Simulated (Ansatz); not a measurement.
Molecular dynamics on a 1×1×1 supercell (4 atoms) of RbBr (wurtzite), relaxed with r2SCAN. Forces come from r2SCAN in Ansatz 0.2.0: Langevin thermostat and barostat (NPT), 300 K, steps of 1 fs. Classical nuclei, no spin polarisation; a few dozen steps show the first response, not equilibrium. The structure comes from a prototype and may be hypothetical.

```yaml
crystal:
  lattice:
    - [5.8901391669, 0.0, 0.0]
    - [-2.9450695835, 5.1010101504, 0.0]
    - [0.0, 0.0, 6.8703324972]
  atoms:
    - { symbol: Rb, position: [0.3333333333, 0.6666666667, -0.0625] }
    - { symbol: Rb, position: [0.6666666667, 0.3333333333, 0.4375] }
    - { symbol: Br, position: [0.3333333333, 0.6666666667, 0.4375] }
    - { symbol: Br, position: [0.6666666667, 0.3333333333, 0.9375] }
kpoints:
  mp_grid: { grid: [6, 6, 2] }
hamiltonian:
  xc: r2scan
scf:
  occupations: { method: fermi_dirac, width: 0.026 }
md:
  ensemble: npt_langevin
  temperature: 300
  timestep: 1.0
  n_steps: 40
  initial_velocities: maxwell_boltzmann
  seed: 2595
```

Command: `ansatz run input.yaml --threads 4 --pin off --max-ram 3686MiB --backend cpu --events-out ev --progress --plain --runs-dir out`. It took 4.4 min on 4 threads of Arm Neoverse V1, on a shared host; peak host memory 1 GiB.

```csv
step,t (fs),T (K),free energy F from step 0 (meV/atom),kinetic energy (meV/atom),pressure (GPa),volume (Å³/atom),largest force (eV/Å)
0,0,225,0.0,29.1,0.10,51.61,0.00
1,1,241,0.0,31.2,0.11,51.60,0.01
2,2,240,0.0,31.0,0.11,51.57,0.01
3,3,255,0.1,32.9,0.12,51.55,0.02
4,4,234,0.1,30.3,0.12,51.52,0.03
5,5,241,0.2,31.1,0.13,51.47,0.03
6,6,218,0.3,28.1,0.14,51.43,0.04
7,7,224,0.4,28.9,0.15,51.37,0.04
8,8,240,0.5,31.1,0.17,51.32,0.05
9,9,225,0.6,29.1,0.17,51.26,0.06
10,10,222,0.7,28.8,0.18,51.23,0.07
11,11,238,0.8,30.7,0.19,51.22,0.07
12,12,216,0.9,27.9,0.18,51.22,0.08
13,13,241,1.0,31.1,0.19,51.23,0.08
14,14,237,1.1,30.6,0.18,51.26,0.09
15,15,248,1.3,32.0,0.18,51.30,0.10
16,16,272,1.4,35.2,0.18,51.32,0.10
17,17,270,1.6,34.8,0.18,51.32,0.11
18,18,258,1.8,33.4,0.18,51.32,0.12
19,19,257,1.9,33.2,0.18,51.33,0.12
20,20,249,2.1,32.1,0.18,51.33,0.13
21,21,265,2.4,34.3,0.19,51.31,0.13
22,22,289,2.6,37.3,0.20,51.28,0.14
23,23,365,2.9,47.2,0.23,51.25,0.15
24,24,399,3.3,51.6,0.25,51.20,0.16
25,25,375,3.7,48.4,0.26,51.16,0.17
26,26,350,4.0,45.2,0.26,51.12,0.18
27,27,377,4.4,48.8,0.28,51.10,0.18
28,28,396,4.8,51.2,0.28,51.11,0.19
29,29,398,5.2,51.4,0.28,51.13,0.20
30,30,402,5.6,51.9,0.28,51.16,0.21
31,31,411,6.1,53.2,0.28,51.19,0.22
32,32,411,6.6,53.2,0.28,51.21,0.22
33,33,374,7.0,48.3,0.27,51.22,0.23
34,34,368,7.5,47.5,0.27,51.23,0.24
35,35,324,8.0,41.9,0.26,51.25,0.24
36,36,334,8.5,43.1,0.26,51.28,0.25
37,37,292,9.0,37.8,0.24,51.33,0.25
38,38,299,9.4,38.6,0.23,51.39,0.26
39,39,304,9.9,39.3,0.22,51.48,0.27
40,40,310,10.4,40.1,0.20,51.58,0.27
```

The temperature starts at 225 K, is lowest at step 12 (216 K, 12 fs) and ends at 310 K. The first value is 3/4 of the setting, since velocities are drawn without the motion of the centre of mass and T is counted over all atoms.

Positions (Å) and forces (eV/Å) at step 40:
```
cell (Å): 5.889 0.000 0.000; -2.945 5.100 0.000; 0.000 0.000 6.869
Rb  -0.035   3.465  -0.486     0.045  -0.190   0.016
Rb   2.973   1.735   3.132     0.012  -0.111  -0.246
Br   0.041   3.325   2.901    -0.026   0.120   0.116
Br   2.952   1.635   6.441    -0.031   0.182   0.114
```
